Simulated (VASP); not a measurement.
# CuAu (P4/mmm) in VASP: notebook

Runs on CuAu. Level: PBE. Tasks: single point.

Everything below comes from runs of VASP 6.6.1. Logs are shortened: lines on timing, memory, paths and dates and some standing lists are left out, and cuts for length are marked.

## Step 1: The structure

The structure is tetragonal, space group P4/mmm (No. 123). The conventional cell has a = 2.811 Å, b = 2.811 Å, c = 3.685 Å, α = 90.00°, β = 90.00°, γ = 90.00°. Around Au (site symmetry 4/mmm) lie 8 Cu at 2.71 Å and 4 Au at 2.81 Å. Cu (site symmetry 4/mmm) has 8 Au at 2.71 Å and 4 Cu at 2.81 Å as nearest neighbours.

## Step 2: Single point, PBE

Input file INCAR:

```
PREC     = Accurate       # precision mode
ENCUT    = 550            # plane-wave cutoff, eV
EDIFF    = 1E-6           # SCF threshold, eV
ISMEAR   = 0              # smearing method
SIGMA    = 0.02           # smearing width, eV
LREAL    = F              # projectors in reciprocal space
LASPH    = T              # aspherical terms in the spheres
NELM     = 80             # most SCF steps
ALGO     = Normal         # electronic algorithm
ISIF     = 2              # what is computed and relaxed
LWAVE    = F              # write WAVECAR
LCHARG   = F              # write CHGCAR
GGA      = PE             # functional
```

Input file KPOINTS:

```
Automatic mesh
0
Gamma
  9 9 7
```

Input file POSCAR:

```
CuAu
1.0
    2.8107494552      0.0000000000      0.0000000000
    0.0000000000      2.8107494552      0.0000000000
    0.0000000000      0.0000000000      3.6850000000
Au Cu
1 1
Cartesian
    0.0000000000      0.0000000000      0.0000000000
    1.4053747276      1.4053747276      1.8425000000
```

Potentials or basis: VASP PAW PBE potentials, release 64 (Au_GW, Cu_GW).

Started as:

```bash
$ cat potpaw_PBE.64/Au_GW/POTCAR potpaw_PBE.64/Cu_GW/POTCAR > POTCAR
$ mpirun -np 1 vasp_std > vasp.out
```

OUTCAR:

```text
PREC = Accurate
   ENCUT = 550
   EDIFF = 1E-6
   ISMEAR = 0
   LREAL = F
   LASPH = T
   NELM = 80
   ISIF = 2
   GGA = PE

 ion  position               nearest neighbor table
   1  0.000  0.000  0.000-   2 2.71   2 2.71   2 2.71   2 2.71   2 2.71   2 2.71   2 2.71   2 2.71

   2  0.500  0.500  0.500-   1 2.71   1 2.71   1 2.71   1 2.71   1 2.71   1 2.71   1 2.71   1 2.71

  LATTYP: Found a simple tetragonal cell.
 ALAT       =     2.8107494552
 C/A-ratio  =     1.3110382333

  Lattice vectors:

 A1 = (   2.8107494552,   0.0000000000,   0.0000000000)
 A2 = (   0.0000000000,   2.8107494552,   0.0000000000)
 A3 = (   0.0000000000,   0.0000000000,   3.6850000000)

Analysis of symmetry for initial positions (statically):
=====================================================================
 Subroutine PRICEL returns:
 Original cell was already a primitive cell.

 Routine SETGRP: Setting up the symmetry group for a
 simple tetragonal supercell.

 Subroutine GETGRP returns: Found 16 space group operations
 (whereof 16 operations were pure point group operations)
 out of a pool of 16 trial point group operations.

The static configuration has the point symmetry D_4h.

Analysis of symmetry for dynamics (positions and initial velocities):
=====================================================================
 Subroutine PRICEL returns:
 Original cell was already a primitive cell.

 Routine SETGRP: Setting up the symmetry group for a
 simple tetragonal supercell.

 Subroutine GETGRP returns: Found 16 space group operations
 (whereof 16 operations were pure point group operations)
 out of a pool of 16 trial point group operations.

The dynamic configuration has the point symmetry D_4h.

 Subroutine INISYM returns: Found 16 space group operations
 (whereof 16 operations are pure point group operations),
 and found     1 'primitive' translations

----------------------------------------------------------------------------------------

                                     Primitive cell

  volume of cell :      29.1127

  direct lattice vectors                    reciprocal lattice vectors
     2.810749455  0.000000000  0.000000000     0.355776997  0.000000000  0.000000000
     0.000000000  2.810749455  0.000000000     0.000000000  0.355776997  0.000000000
     0.000000000  0.000000000  3.685000000     0.000000000  0.000000000  0.271370421

  length of vectors
     2.810749455  2.810749455  3.685000000     0.355776997  0.355776997  0.271370421

  position of ions in fractional coordinates (direct lattice)
     0.000000000  0.000000000  0.000000000
     0.500000000  0.500000000  0.500000000

  ion indices of the primitive-cell ions
   primitive index   ion index
                 1           1
                 2           2

----------------------------------------------------------------------------------------

 KPOINTS: Automatic mesh

Automatic generation of k-mesh.
 Grid dimensions read from file:
 generate k-points for:    9    9    7

 Generating k-lattice:

  Cartesian coordinates                     Fractional coordinates (reciprocal lattice)
     0.039530777  0.000000000  0.000000000     0.111111111  0.000000000  0.000000000
     0.000000000  0.039530777  0.000000000     0.000000000  0.111111111  0.000000000
     0.000000000  0.000000000  0.038767203     0.000000000  0.000000000  0.142857143

  Length of vectors
     0.039530777  0.039530777  0.038767203

  Shift w.r.t. Gamma in fractional coordinates (k-lattice)
     0.000000000  0.000000000  0.000000000

 Subroutine IBZKPT returns following result:
 ===========================================

 Found     60 irreducible k-points:

 Following reciprocal coordinates:
            Coordinates               Weight
  0.000000  0.000000  0.000000      1.000000
  0.111111  0.000000  0.000000      4.000000
  0.222222  0.000000  0.000000      4.000000
  0.333333  0.000000  0.000000      4.000000
  0.444444  0.000000  0.000000      4.000000
  0.111111  0.111111  0.000000      4.000000
[... 16 lines left out ...]
  0.333333  0.111111  0.142857     16.000000
  0.444444  0.111111  0.142857     16.000000
 [... further k-points ...]
   k-points           NKPTS =     60   k-points in BZ     NKDIM =     60   number of bands    NBANDS=     15
   number of dos      NEDOS =    301   number of ions     NIONS =      2
   total plane-waves  NPLWV =  16128
   dimension x,y,z NGX =    24 NGY =   24 NGZ =   28
   dimension x,y,z NGXF=    48 NGYF=   48 NGZF=   56
   ions per type =               1   1
   NGX,Y,Z   is equivalent  to a cutoff of  14.20, 14.20, 12.63 a.u.
   NGXF,Y,Z  is equivalent  to a cutoff of  28.39, 28.39, 25.26 a.u.
 SYSTEM =  unknown system
   PREC   = accura    normal or accurate (medium, high low for compatibility)
   ISTART =      0    job   : 0-new  1-cont  2-samecut
   ICHARG =      2    charge: 1-file 2-atom 10-const
   ISPIN  =      1    spin polarized calculation?
   LNONCOLLINEAR =      F non collinear calculations
   LSORBIT =      F    spin-orbit coupling
   LASPH  =      T    aspherical Exc in radial PAW
   ENCUT  =  550.0 eV  40.42 Ry    6.36 a.u.   5.37  5.37  7.05*2*pi/ulx,y,z
   NELM   =     80;   NELMIN=  2; NELMDL= -5     # of ELM steps
   EDIFF  = 0.1E-05   stopping-criterion for ELM
   LREAL  =      F    real-space projection
   EDIFFG = 0.1E-04   stopping-criterion for IOM
   NSW    =      0    number of steps for IOM
   IBRION =     -1    ionic relax: 0-MD 1-quasi-New 2-CG
   NFREE  =      0    steps in history (QN), initial steepest desc. (CG)
   ISIF   =      2    stress and relaxation
   ISYM   =      2    0-nonsym 1-usesym 2-fastsym
   POTIM  = 0.5000    time-step for ionic-motion
   TEBEG  =    0.0;   TEEND  =   0.0 temperature during run
   PSTRESS=    0.0 pullay stress
   NELECT =      22.0000    total number of electrons
   NUPDOWN=      -1.0000    fix difference up-down
   EMIN   =  10.00;   EMAX   =-10.00  energy-range for DOS
   EFERMI =   0.00;   METHOD = LEGACY
   ISMEAR =     0;   SIGMA  =   0.02  broadening in eV -4-tet -1-fermi 0-gaus
   EFERMI_NEDOS =   21; number of points for ismear=-14 and -15
   IALGO  =     38    algorithm
   IMIX   =      4    mixing-type and parameters
     AMIX     =   0.40;   BMIX     =  1.00
     AMIX_MAG =   1.60;   BMIX_MAG =  1.00
  volume/ion in A,a.u.               =      14.56        98.23
  Fermi-wavevector in a.u.,A,eV,Ry     =   1.491152  2.817868 30.253005  2.223533
  Thomas-Fermi vector in A             =   2.603843
   LORBIT       =      0    0 simple, 1 ext, 2 COOP (PROOUT), +10 PAW based schemes
   GGA     = PE    functional components
   LHFCALC =     F    Hartree Fock is set to
   AEXX    =    0.0000 exact exchange contribution
   IVDW    =     0    specifies the selected vdW correction
   LEPSILON=     F    determine dielectric tensor
   LRPA    =     F    only Hartree local field effects (RPA)
 non-spin polarized calculation
 Gauss-broadening in eV      SIGMA  =   0.02
  energy-cutoff  :      550.00
  volume of cell :       29.11
 maximum number of plane-waves:       868
 NGX is ok and might be reduce to    24
   NGX = 11   NGY = 11   NGZ = 15

 number of electron      22.0000012 magnetization

 Free energy of the ion-electron system (eV)
  ---------------------------------------------------
  ext. energy  EPLUGINS =         0.00000000
  ---------------------------------------------------
  free energy    TOTEN  =        -7.09437729 eV

  energy without entropy =       -7.09412365  energy(sigma->0) =       -7.09425047

 E-fermi :   7.6507     XC(G=0): -12.8884

 val. band max:        7.5773465637   @ k =   0.1111   0.1111   0.2857
 cond. band min:       7.6602259325   @ k =   0.3333   0.1111   0.4286
 fundamental gap:      0.0828793688
 Fermi energy:         7.6506872093

 k-point     1 :       0.0000    0.0000    0.0000
  band No.  band energies     occupation
      1      -2.1092      2.00000
      2       1.0607      2.00000
      3       1.2149      2.00000
      4       3.6047      2.00000
      5       3.6047      2.00000
      6       4.6651      2.00000
      7       4.8435      2.00000
      8       5.5338      2.00000
      9       5.9807      2.00000
     10       6.2046      2.00000
     11       6.2046      2.00000
     12       9.7689      0.00000
     13      15.6837      0.00000
     14      17.6818      0.00000
     15      17.6818      0.00000

 k-point     2 :       0.1111    0.0000    0.0000
  band No.  band energies     occupation
      1      -1.8238      2.00000
      2       1.1929      2.00000
      3       1.3892      2.00000
      4       3.4309      2.00000
      5       3.6712      2.00000
      6       4.5413      2.00000
      7       4.8866      2.00000
      8       5.5242      2.00000
      9       5.8126      2.00000
     10       5.8638      2.00000
     11       6.1450      2.00000
     12      10.5500      0.00000
     13      15.1512      0.00000
     14      16.5420      0.00000
     15      18.1665      0.00000

 k-point     3 :       0.2222    0.0000    0.0000
  band No.  band energies     occupation
      1      -1.0354      2.00000
      2       1.4575      2.00000
      3       1.9677      2.00000
      4       2.9790      2.00000
      5       3.8574      2.00000
      6       4.2172      2.00000
      7       4.9325      2.00000
      8       5.2314      2.00000
      9       5.5737      2.00000
     10       5.6216      2.00000
     11       5.9769      2.00000
     12      12.2618      0.00000
     13      12.7075      0.00000
     14      16.1913      0.00000
     15      19.4897      0.00000
[... 343 lines left out ...]
 k-point    23 :       0.3333    0.1111    0.1429
  band No.  band energies     occupation
      1       0.4288      2.00000
      2       1.9130      2.00000
      3       2.4249      2.00000
      4       2.8048      2.00000
      5       3.5506      2.00000
      6       3.8059      2.00000
      7       4.9630      2.00000
      8       5.1322      2.00000
      9       5.5019      2.00000
     10       5.7873      2.00000
     11       5.9487      2.00000
     12      10.6642      0.00000
     13      12.4332      0.00000
     14      18.6701      0.00000
     15      18.7049      0.00000

 k-point    24 :       0.4444    0.1111    0.1429
  band No.  band energies     occupation
      1       1.2006      2.00000
      2       1.7371      2.00000
      3       2.4736      2.00000
      4       2.7871      2.00000
      5       3.6139      2.00000
      6       4.2018      2.00000
      7       4.9671      2.00000
      8       5.0280      2.00000
      9       5.6552      2.00000
     10       5.7990      2.00000
     11       6.5034      2.00000
     12       8.3064      0.00000
     13      14.1627      0.00000
     14      16.3914      0.00000
     15      20.2595      0.00000

 [... further k-points ...]

------------------------ aborting loop because EDIFF is reached ----------------------------------------

  FORCE on cell =-STRESS in cart. coord.  units (eV):
  Direction    XX          YY          ZZ          XY          YZ          ZX
  --------------------------------------------------------------------------------------
  -------------------------------------------------------------------------------------
  Total        0.6894985      0.6894985      0.5793431      0.0000000     -0.0000000     -0.0000000
  in kB       37.9456650     37.9456650     31.8834036      0.0000000     -0.0000000     -0.0000000
  external PRESSURE =      35.9249112 kB  Pullay stress =       0.0000000 kB

 VOLUME and BASIS-vectors are now :
 -----------------------------------------------------------------------------
  energy-cutoff  :      550.00
  volume of cell :       29.11
      direct lattice vectors                 reciprocal lattice vectors
     2.810749455  0.000000000  0.000000000     0.355776997  0.000000000  0.000000000
     0.000000000  2.810749455  0.000000000     0.000000000  0.355776997  0.000000000
     0.000000000  0.000000000  3.685000000     0.000000000  0.000000000  0.271370421

 POSITION                                       TOTAL-FORCE (eV/Angst)
 -----------------------------------------------------------------------------------
      0.00000      0.00000      0.00000         0.000000      0.000000      0.000000
      1.40537      1.40537      1.84250         0.000000      0.000000      0.000000
 -----------------------------------------------------------------------------------
    total drift:                                0.000000      0.000000     -0.000000

  FREE ENERGIE OF THE ION-ELECTRON SYSTEM (eV)
  ---------------------------------------------------
  free  energy   TOTEN  =        -7.0943772851 eV

  energy  without entropy=       -7.0941236530  energy(sigma->0) =       -7.09425047
```

Wall time 60 s (1 thread of AMD EPYC, shared host); peak memory 0.15 GiB.

What came out:

```yaml
Free_energy: -7.0944 eV
Pressure: 3.6 GPa
Band_gap_on_the_k_mesh: none (metal or under the smearing width)
```

The run has no spin-orbit coupling, so splittings on Au are missing.

## Step 3: Single point, PBE

Input file run.py:

```python
from ase.calculators.vasp import Vasp
from ase.dft.bandgap import bandgap
from ase.spacegroup import crystal

atoms = crystal(
    ['Au', 'Cu'],
    basis=[[0.0, 0.0, 0.0], [0.5, 0.5, 0.5]],
    spacegroup=123,
    setting=1,
    cellpar=[2.81074946, 2.81074946, 3.685, 90.0, 90.0, 90.0],
    primitive_cell=True,
)
calc = Vasp(
    directory='calc',
    xc='pbe',
    pp='PBE',
    setups={'base': 'minimal', 'Au': '_GW', 'Cu': '_GW'},
    prec='Accurate',
    encut=550,
    ediff=1e-07,
    ismear=0,
    sigma=0.02,
    lreal=False,
    lasph=True,
    nelm=100,
    algo='Normal',
    isif=2,
    lwave=False,
    lcharg=True,
    lelf=True,
    lvhar=True,
    kpts=[9, 9, 7],
    gamma=True,
)
atoms.calc = calc

print('energy (eV):', atoms.get_potential_energy())
print('free energy (eV):', atoms.get_potential_energy(force_consistent=True))
print('forces (eV/A):')
print(atoms.get_forces())
print('stress (eV/A^3, Voigt):', atoms.get_stress())
print('Fermi level (eV):', calc.get_fermi_level())
gap, top, bottom = bandgap(calc)
print('band gap (eV):', gap, 'from (spin, k, band)', top, 'to', bottom)
```

Potentials or basis: VASP PAW PBE potentials, release 64 (Au_GW, Cu_GW).

Started as:

```bash
$ python run.py
```

Run time: 83 s. Hardware: 1 thread of AMD EPYC, shared host; peak memory 0.15 GiB.

The run converged. Its results:

```yaml
Free_energy: -7.0944 eV
Pressure: 3.6 GPa
Band_gap_on_the_k_mesh: none (metal or under the smearing width)
```

Stress tensor (GPa, compression positive):
```
3.83 0.00 0.00
0.00 3.83 0.00
0.00 0.00 3.23
```

Levels at points of the mesh, in eV from the Fermi level:
| k point | band 7 | band 8 | band 9 | band 10 | band 11 | band 12 | band 13 | band 14 | band 15 |
| --- | --- | --- | --- | --- | --- | --- | --- | --- | --- |
| (0.00, 0.00, 0.00) | -2.81 | -2.12 | -1.67 | -1.45 | -1.45 | 2.12 | 8.03 | 10.03 | 10.03 |

Spin-orbit coupling is left out, which matters for the levels of Au.

## Step 4: The reference run

An earlier run on the cell as given: functional PBEsol; potentials or basis VASP PAW PBE potentials, release 64 (Au, Cu); cutoff 520 eV; k mesh 9 × 9 × 7; occupations fermi-dirac, width 0.05 eV; no spin polarisation.

* Pressure: -3.9 GPa
* Band gap on the k mesh: none (metal or under the smearing width)
